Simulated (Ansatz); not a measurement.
KI under changes of volume

One of the cells (44.091 Å³/atom); the others are scaled copies at fixed shape and fractional positions:

```
CELL_PARAMETERS angstrom
0.00000 3.53277 3.53277
3.53277 0.00000 3.53277
3.53277 3.53277 0.00000
ATOMIC_POSITIONS crystal
I 0.50000 0.50000 0.50000
K 0.00000 0.00000 0.00000
```

- Program: Ansatz 0.2.0
- Functional: r2SCAN
- Potentials or basis: Ansatz PAW
- Cutoff: 500 eV (not typed: the program's choice for these potentials)
- k mesh: 7 × 7 × 7
- Occupations: fermi-dirac, width 0.05 eV
- Spin: no spin polarisation

| volume (Å³/atom) | energy over the lowest point (meV/atom) | pressure (GPa) | gap on the mesh (eV) |
| --- | --- | --- | --- |
| 41.445 | 9.83 | 1.1 | 4.78 |
| 42.327 | 4.83 | 0.7 | 4.72 |
| 43.209 | 1.66 | 0.4 | 4.66 |
| 44.091 | ? | ? | ? |
| 44.973 | 0.00 | -0.1 | 4.56 |
| 45.854 | 1.18 | -0.3 | 4.51 |
| 46.736 | 3.50 | -0.5 | 4.47 |

What does the run at 44.091 Å³/atom give?

Energy over the lowest point 0.11 meV/atom; pressure 0.1 GPa; gap on the mesh 4.61 eV.

Worked out: A Birch-Murnaghan fit of order 3 (a polynomial in V^(-2/3)) to the other rows has its minimum at 44.60 Å³/atom with B0 = V·E''(V) = 12.4 GPa and B' = 4.9. It gives 0.11 meV/atom at 44.091 Å³/atom, against the run's 0.11, and -dE/dV = 0.1 GPa, against 0.1. A straight line through the other rows of the gap, of slope -2.59 eV per unit of ln V (its deformation potential), gives 4.61 eV, against the run's 4.61.

Energies are extrapolated to zero smearing.

Caveats: odd divisions of the mesh miss points on the zone boundary, where band edges often lie, so the gap on the mesh can be too wide; spin-orbit coupling is left out, which moves the levels of the heavy elements; the PAW data sets come from PBE, with cores solved anew for the run's functional, which leaves a small shift of forces and pressure.

A mesh can miss the band edges.
